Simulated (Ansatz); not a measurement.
# Ba16S15: the cost of one run

Method: DFT PBE, scalar-relativistic, plane waves, PAW, in Ansatz 0.2.0.

3 further runs of the same task are left out: 1 that didn't finish, 2 set aside as unsound or not needed.

## Step 1: The system as given

Symmetry: Fm-3m, No. 225, cubic system. Conventional cell: a = 6.429 Å, b = 6.429 Å, c = 6.429 Å, α = 90.00°, β = 90.00°, γ = 90.00°. Ba (site symmetry m-3m) has 6 S at 3.21 Å as nearest neighbours. S (site symmetry m-3m) is surrounded by 6 Ba at 3.21 Å.

Coordinates:

```
Ba S
1.0
     0.00000    3.21426    3.21426
     3.21426    0.00000    3.21426
     3.21426    3.21426    0.00000
Ba S
1 1
Direct
  0.00000 0.00000 0.00000
  0.50000 0.50000 0.50000
```

It goes back to an entry of the Materials Project.

This cell was relaxed beforehand with the same method: volume 33.21 Å³/atom, gap on the mesh 2.23 eV.

The host's static dielectric tensor, from an earlier linear-response run, has a mean of 15.31.

The perfect supercell (rows 1 1 -3; 1 1 1; 1 -3 1 in vectors of this cell) was computed beforehand with the same settings: E(σ→0) = -109693.8125 eV for 32 atoms, gap 2.47 eV on its own mesh.

## Step 2: Setting up the defect

The atom at (0.000, 0.500, 0.000) of the supercell is taken out. The other atoms start on their ideal sites. Its neighbours are 6 Ba at 3.21 Å.

## Step 3: Charge state 0

input.yaml reads:

```yaml
crystal:
  lattice:
    - [-6.4285179479, -6.4285179479, 6.4285179479]
    - [6.4285179479, 6.4285179479, 6.4285179479]
    - [-6.4285179479, 6.4285179479, -6.4285179479]
  atoms:
    - { symbol: Ba, position: [0.0, 0.25, 0.75] }
    - { symbol: Ba, position: [0.25, 0.25, 0.5] }
    - { symbol: Ba, position: [0.0, 0.5, 0.5] }
    - { symbol: Ba, position: [0.5, 0.25, 0.25] }
    - { symbol: Ba, position: [0.25, 0.5, 0.25] }
    - { symbol: Ba, position: [0.0, 0.75, 0.25] }
    - { symbol: Ba, position: [0.75, 0.25, 0.0] }
    - { symbol: Ba, position: [0.5, 0.5, 0.0] }
    - { symbol: Ba, position: [0.25, 0.75, 0.0] }
    - { symbol: Ba, position: [0.0, 0.0, 0.0] }
    - { symbol: Ba, position: [0.75, 0.5, 0.75] }
    - { symbol: Ba, position: [0.5, 0.75, 0.75] }
    - { symbol: Ba, position: [0.25, 0.0, 0.75] }
    - { symbol: Ba, position: [0.75, 0.75, 0.5] }
    - { symbol: Ba, position: [0.5, 0.0, 0.5] }
    - { symbol: Ba, position: [0.75, 0.0, 0.25] }
    - { symbol: S, position: [0.25, 0.5, 0.75] }
    - { symbol: S, position: [0.0, 0.75, 0.75] }
    - { symbol: S, position: [0.5, 0.5, 0.5] }
    - { symbol: S, position: [0.25, 0.75, 0.5] }
    - { symbol: S, position: [0.0, 0.0, 0.5] }
    - { symbol: S, position: [0.75, 0.5, 0.25] }
    - { symbol: S, position: [0.5, 0.75, 0.25] }
    - { symbol: S, position: [0.25, 0.0, 0.25] }
    - { symbol: S, position: [0.0, 0.25, 0.25] }
    - { symbol: S, position: [0.75, 0.75, 0.0] }
    - { symbol: S, position: [0.5, 0.0, 0.0] }
    - { symbol: S, position: [0.25, 0.25, 0.0] }
    - { symbol: S, position: [0.75, 0.0, 0.75] }
    - { symbol: S, position: [0.5, 0.25, 0.75] }
    - { symbol: S, position: [0.75, 0.25, 0.5] }
  host:
    lattice:
      - [0.0, 3.214258974, 3.214258974]
      - [3.214258974, 0.0, 3.214258974]
      - [3.214258974, 3.214258974, 0.0]
    atoms:
      - { symbol: Ba, position: [0.0, 0.0, 0.0] }
      - { symbol: S, position: [0.5, 0.5, 0.5] }
basis:
  ecutwfc: 420
  xc_grid: 2
kpoints:
  mp_grid: { grid: [2, 2, 2], shift: [0.5, 0.5, 0.5] }
hamiltonian:
  xc: pbe
scf:
  occupations: { method: gaussian, width: 0.01 }
output:
  forces: true
  stress: false
  eigenvalues: true
  charged_corrections:
    defect_position: [0.0, 0.5, 0.0]
    epsilon: [[15.3131, 0.0, 0.0], [0.0, 15.3131, 0.0], [0.0, 0.0, 15.3131]]
  write_density: true
  write_potential: true
  elf: true
  volumetric_format: npy
relax:
  adjacent_minimum: "off"
  f_tol: 0.025
  max_steps: 45
```

Started as:

```
> ansatz run input.yaml --threads 4 --pin off --max-ram 6144MiB --backend cpu --events-out ev --progress --plain --runs-dir out
```

**Question.** How long does this run take on 4 threads of AMD EPYC 9R45 (Zen 5), shared host, and how much memory does it need?

About 14 s, with a peak of 2.2 GiB.
